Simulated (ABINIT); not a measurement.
# TaN (P1) in ABINIT: convergence with boxcutmin

Aim: find how far boxcutmin must go before the results for TaN settle, at PBE. This setting moves, with any that are tied to it; all else stays.

All numbers are computed with ABINIT 10.8.3 (patched build); they aren't measurements. Logs are shortened: lines on timing, memory, paths and dates and some standing lists are left out, and cuts for length are marked. The log counts tension as positive stress, the text compression.

## (1) The cell of the first run

The typed cell holds 2 atoms: a = 2.938 Å, b = 2.938 Å, c = 2.883 Å, α = 90.00°, β = 90.00°, γ = 120.00°.

The cell isn't the ideal one: atoms moved at random, drawn with an rms of 0.05 Å.

## (2) With boxcutmin 1.3

run.abi reads:

```
# Pseudopotentials
pp_dirpath "./"
pseudos "Ta.GGA_PBE-JTH.xml, N.GGA_PBE-JTH.xml"

# Structure
acell 3*1.0
rprim
     5.5520153542     0.0000000000     0.0000000000
    -2.7760076771     4.8081863389     0.0000000000
     0.0000000000     0.0000000000     5.4480804173
ntypat 2
znucl 73 7
natom 2
typat 1 2
xcart
     0.0213871710     0.0211921630     1.3932501120
     1.4195005760     0.8620521035     0.0169318590 Angstrom
chkprim 0
chksymtnons 0
tolsym 1.0e-6

# Plane-wave basis
ecut 26.0
pawecutdg 48.0
pawxcdev 0

# k points
kptopt 1
ngkpt 8 8 8
nshiftk 1
shiftk 0.0 0.0 0.0

# Exchange and correlation
ixc 11

# Bands and occupations
nband 13
occopt 3
tsmear 0.00183747

# SCF cycle
nstep 100
tolvrs 1.0e-9
boxcutmin 1.3

# Output
iomode 3
prtwf 0
prtden 0
prteig 0
prtebands 0
enunit 2
```

Potentials or basis: JTH PAW PBE v2.0.

Run with:

```bash
abinit run.abi > log 2>&1
```

Run time: 64 s. Hardware: 1 thread of Arm Neoverse V2, shared host; peak memory 0.19 GiB.

The run converged. Its results:

* Free energy: -1879.8403 eV
* Pressure: 6.1 GPa
* Largest force: 1.367 eV/Å
* Band gap on the k mesh: none (metal or under the smearing width)
* Valence electrons inside the program's atomic spheres: Ta 10.76; N 2.56

## (3) With boxcutmin 1.5

run.abi, as its differences from that of step 2:

```diff
@@ -43,3 +43,3 @@
 tolvrs 1.0e-9
-boxcutmin 1.3
+boxcutmin 1.5
```

Potentials or basis: JTH PAW PBE v2.0.

Run with:

```bash
abinit run.abi > log 2>&1
```

Wall time 69 s (1 thread of Arm Neoverse V2, shared host); peak memory 0.19 GiB.

It converged, with:

```yaml
Free_energy: -1879.8389 eV
Pressure: 6.4 GPa
Largest_force: 1.378 eV/Å
Band_gap_on_the_k_mesh: none (metal or under the smearing width)
Valence_electrons_inside_the_program's_atomic_spheres: Ta 10.76; N 2.57
```

## (4) With boxcutmin 1.7

run.abi, as its differences from that of step 3:

```diff
@@ -43,3 +43,3 @@
 tolvrs 1.0e-9
-boxcutmin 1.5
+boxcutmin 1.7
```

Run with:

```bash
abinit run.abi > log 2>&1
```

Run time: 89 s. Hardware: 1 thread of Arm Neoverse V2, shared host; peak memory 0.2 GiB.

The run converged. Its results:

```
Free energy                                           : -1879.8372 eV
Pressure                                              : 6.1 GPa
Largest force                                         : 1.368 eV/Å
Band gap on the k mesh                                : none (metal or under the smearing width)
Valence electrons inside the program's atomic spheres : Ta 10.76; N 2.55
```

## (5) With boxcutmin 1.85

run.abi, as its differences from that of step 4:

```diff
@@ -43,3 +43,3 @@
 tolvrs 1.0e-9
-boxcutmin 1.7
+boxcutmin 1.85
```

Run with:

```bash
abinit run.abi > log 2>&1
```

Wall time 92 s (1 thread of Arm Neoverse V2, shared host); peak memory 0.2 GiB.

Results (log left out):

* Free energy: -1879.8377 eV
* Pressure: 6.1 GPa
* Largest force: 1.375 eV/Å
* Band gap on the k mesh: none (metal or under the smearing width)
* Valence electrons inside the program's atomic spheres: Ta 10.76; N 2.57

## (6) With boxcutmin 2

run.abi, as its differences from that of step 5:

```diff
@@ -43,3 +43,3 @@
 tolvrs 1.0e-9
-boxcutmin 1.85
+boxcutmin 2.0
```

Potentials or basis: JTH PAW PBE v2.0.

Run with:

```bash
abinit run.abi > log 2>&1
```

Wall time 1.8 min (1 thread of Arm Neoverse V2, shared host); peak memory 0.2 GiB.

It converged, with:

| Property | Result |
| --- | --- |
| Free energy | -1879.8376 eV |
| Pressure | 6.2 GPa |
| Largest force | 1.368 eV/Å |
| Band gap on the k mesh | none (metal or under the smearing width) |
| Valence electrons inside the program's atomic spheres | Ta 10.76; N 2.57 |

## (7) With boxcutmin 2.3

run.abi, as its differences from that of step 6:

```diff
@@ -43,3 +43,3 @@
 tolvrs 1.0e-9
-boxcutmin 2.0
+boxcutmin 2.3
```

Run with:

```bash
abinit run.abi > log 2>&1
```

It took 2.3 min on 1 thread of Arm Neoverse V2, shared host; peak memory 0.21 GiB.

The run converged. Its results:

- Free energy: -1879.8376 eV
- Pressure: 6.2 GPa
- Largest force: 1.369 eV/Å
- Band gap on the k mesh: none (metal or under the smearing width)
- Valence electrons inside the program's atomic spheres: Ta 10.76; N 2.56

## (8) With boxcutmin 2.7

run.abi, as its differences from that of step 7:

```diff
@@ -43,3 +43,3 @@
 tolvrs 1.0e-9
-boxcutmin 2.3
+boxcutmin 2.7
```

Potentials or basis: JTH PAW PBE v2.0.

Run with:

```bash
abinit run.abi > log 2>&1
```

run.abo:

```text
.Version 10.8.3 of ABINIT
 Symmetries : space group P1 (#  1); Bravais aP (primitive triclinic)
================================================================================
 Values of the parameters that define the memory need of the present run
     intxc =       0    ionmov =       0      iscf =      17    lmnmax =      18
     lnmax =       6     mgfft =      36  mpssoang =       3    mqgrid =    3001
     natom =       2  nloc_mem =       2    nspden =       1   nspinor =       1
    nsppol =       1      nsym =       1    n1xccc =       1    ntypat =       2
    occopt =       3   xclevel =       2
       mpw =         936          nfft =       46656          nkpt =         260
 PAW method is used; the additional fine FFT grid is defined by:
   mgfftf=        48    nfftf =    110592
================================================================================
================================================================================

--------------------------------------------------------------------------------
------------- Echo of variables that govern the present computation ------------
--------------------------------------------------------------------------------
 -outvars: echo values of preprocessed input variables --------
            acell      1.0000000000E+00  1.0000000000E+00  1.0000000000E+00 Bohr
              amu      1.80947900E+02  1.40067400E+01
        boxcutmin      2.70000000E+00
        bxctmindg      2.70000000E+00
          chkprim           0
      chksymtnons           0
             ecut      2.60000000E+01 Hartree
           enunit           2
                       outvar_i_n : Printing only first  50 k-points.
              ixc          11
                       outvar_i_n : Printing only first  50 k-points.
         kptrlatt        8    0    0      0    8    0      0    0    8
          kptrlen      4.35846433E+01
            natom           2
            nband          13
            ngfft          36      36      36
          ngfftdg          48      48      48
             nkpt         260
            nstep         100
             nsym           1
[... 216 lines left out ...]
psp_core            :  9.90148191242034E+00
local_psp           : -1.17911579192941E+01
PAW spherical_terms : -1.50366773894480E+01
internal            : -6.90827384864161E+01
'-kT*entropy'       : -1.97646429094050E-05
total_energy        : -6.90827582510590E+01
total_energy_eV     : -1.87983761770730E+03
...

--- !EnergyTermsDC
iteration_state     : {dtset: 1, }
comment             : '"Double-counting" decomposition of free energy'
band_energy         : -1.20102924729665E+01
Ewald energy        : -6.14847907407182E+01
psp_core            :  9.90148191242034E+00
xc_dc               : -1.19292092561423E+01
PAW spherical_terms :  6.44007241845792E+00
internal            : -6.90827381389488E+01
'-kT*entropy'       : -1.97646429094050E-05
total_energy_dc     : -6.90827579035917E+01
total_energy_dc_eV  : -1.87983760825223E+03
...

--- !EnergyTermsWithPAWCore
iteration_state     : {dtset: 1, }
comment             : 'Components of total free energy, including PAW core contributions'
Total energy        : -1.56597592745572E+04
Total energy DC     : -1.56597592742097E+04
Total energy (eV)   : -4.26123758139059E+05
Total energy DC (eV): -4.26123758129604E+05
...

 Cartesian components of stress tensor (hartree/bohr^3)
  sigma(1 1)= -2.00948757E-04  sigma(3 2)=  1.05961550E-05
  sigma(2 2)= -1.71975164E-04  sigma(3 1)=  5.93784919E-05
  sigma(3 3)= -2.54712147E-04  sigma(2 1)= -4.57853768E-05

-Cartesian components of stress tensor (GPa)         [Pressure=  6.1552E+00 GPa]
- sigma(1 1)= -5.91211656E+00  sigma(3 2)=  3.11749642E-01
- sigma(2 2)= -5.05968401E+00  sigma(3 1)=  1.74697554E+00
- sigma(3 3)= -7.49389010E+00  sigma(2 1)= -1.34705229E+00

== END DATASET(S) ==============================================================
================================================================================

 -outvars: echo values of variables after computation  --------
            acell      1.0000000000E+00  1.0000000000E+00  1.0000000000E+00 Bohr
           etotal     -6.9082757904E+01
            fcart     -1.8642032272E-02 -2.5885083393E-03  1.8833472392E-02
                       1.8642032272E-02  2.5885083393E-03 -1.8833472392E-02
            rprim      5.5520153542E+00  0.0000000000E+00  0.0000000000E+00
                      -2.7760076771E+00  4.8081863389E+00  0.0000000000E+00
                       0.0000000000E+00  0.0000000000E+00  5.4480804173E+00
           strten     -2.0094875736E-04 -1.7197516409E-04 -2.5471214743E-04
                       1.0596154959E-05  5.9378491857E-05 -4.5785376820E-05
           xangst      2.1387171000E-02  2.1192163000E-02  1.3932501120E+00
                       1.4195005760E+00  8.6205210350E-01  1.6931859000E-02
             xred      1.1444000012E-02  8.3290000143E-03  4.8326400033E-01
                       6.5255500044E-01  3.3880600024E-01  5.8730000040E-03
 Calculation completed.
```

Wall time 3.4 min (1 thread of Arm Neoverse V2, shared host); peak memory 0.23 GiB.

Results:

| Property | Result |
| --- | --- |
| Free energy | -1879.8376 eV |
| Pressure | 6.2 GPa |
| Largest force | 1.369 eV/Å |
| Band gap on the k mesh | none (metal or under the smearing width) |
| Valence electrons inside the program's atomic spheres | Ta 10.76; N 2.56 |

## (9) Result

```
boxcutmin  energy less the tightest run, at zero smearing (meV/atom)  pressure (GPa)  largest force (eV/Å)  SCF cycles  CPU time (s)  peak memory (GiB)
      1.3                                                      -1.35            6.15                 1.367          17            64               0.19
      1.5                                                      -0.66            6.36                 1.378          17            69               0.19
      1.7                                                       0.18            6.06                 1.368          17            89                0.2
     1.85                                                      -0.05            6.12                 1.375          18            92                0.2
        2                                                       0.00            6.16                 1.368          18           110                0.2
      2.3                                                      -0.01            6.15                 1.369          19           140               0.21
      2.7                                                       0.00            6.16                 1.369          19           200               0.23
```

Against the tightest run, the energy stays within 1 meV/atom from 1.5 on; the pressure stays within 0.1 GPa from 1.7 on; the largest force stays within 0.005 eV/Å from 2 on. The tightest run that finished is the yardstick and may itself not be fully converged.
